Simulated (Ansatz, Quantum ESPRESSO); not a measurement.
# 2H-MoS2, 2 layers, AA' stacking: the gap on the mesh at a withheld member of a series

Method. Quantum ESPRESSO 7.5, PBE, SG15 norm-conserving. Cell and atoms are relaxed under PBE-D3(BJ) (GBRV files) and held. Screened hybrids with norm-conserving files, screening 0.106 per bohr, fixed occupations, a 9×9×1 mesh with exchange on 3×3×1 q points. Levels count from the potential in the middle of the vacuum. The series steps the share of short-range exact exchange (0.25 is HSE06, 0 is PBE).

```tsv
share of short-range exact exchange	gap on the mesh (eV)
0	1.316
0.125	1.573
0.3	1.947
0.4	2.167
```

**Question.** What is the gap on the mesh at 0.25?

**Worked estimate.** The rows at 0.125 and 0.3 give a slope of (1.947 − (1.573))/(0.3 − (0.125)) = 2.137, so a straight line gives 1.840 eV. A parabola through these and the row at 0 gives 1.838 eV.

What the calculation gave: 1.839 eV. The line misses by +0.001 and the parabola by −0.001 eV. Both misses are under 5 % of the step from the nearer row.

Caveats: Gaps are those of the mesh; no spin-orbit coupling; the q mesh was not tested; the geometry stays that of PBE-D3(BJ).

[Logs are printed without paths, hosts, clocks, repeated set-up lines and the standing remarks that a program may print on its own settings, such as how far it seeks lower states.]
